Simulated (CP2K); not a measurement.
Crystal: BaTiO3.

```
Ba Ti O
1.0
     3.99980    0.00000    0.00000
     0.00000    3.99980    0.00000
     0.00000    0.00000    4.01800
Ba Ti O
1 1 3
Direct
  0.00000 0.00000 0.00000
  0.50000 0.50000 0.49000
  0.00000 0.50000 0.51700
  0.50000 0.00000 0.51700
  0.50000 0.50000 0.01900
```

Base run:

```yaml
Program: CP2K 2026.2
Functional: PBE
Potentials_or_basis: POTENTIAL_UZH Ba GTH-PBE-q10, Ti GTH-PBE-q12, O GTH-PBE-q6; TZV2P-MOLOPT-PBE-GTH basis
Density_cutoff: 9524 eV
k_mesh: 7 × 7 × 7
Occupations: fermi-dirac, width 0.05 eV
Spin: no spin polarisation
```

Its results: band gap on the k mesh 1.89 eV, indirect (least direct gap 2.07 eV); pressure 3.8 GPa.

Question: The run is repeated on the same cell with these changes: potentials or basis from POTENTIAL_UZH Ba GTH-PBE-q10, Ti GTH-PBE-q12, O GTH-PBE-q6; TZV2P-MOLOPT-PBE-GTH basis to POTENTIAL_UZH Ba GTH-PBE-q10, Ti GTH-PBE-q12, O GTH-PBE-q6; DZVP-MOLOPT-PBE-GTH basis; basis sets from Ba TZV2P-MOLOPT-PBE-GTH-q10, Ti TZV2P-MOLOPT-PBE-GTH-q12, O TZV2P-MOLOPT-PBE-GTH-q6 to Ba DZVP-MOLOPT-PBE-GTH-q10, Ti DZVP-MOLOPT-PBE-GTH-q12, O DZVP-MOLOPT-PBE-GTH-q6. What comes out?

Answer: Band gap on the k mesh 1.83 eV, indirect (least direct gap 2.05 eV); pressure 5.2 GPa.

Caveats: spin-orbit coupling is left out, which moves the levels of the heavy elements; the mesh misses the band edges, which the band path finds closer together; the basis of atomic orbitals isn't converged, which shifts pressures, moduli and gaps.
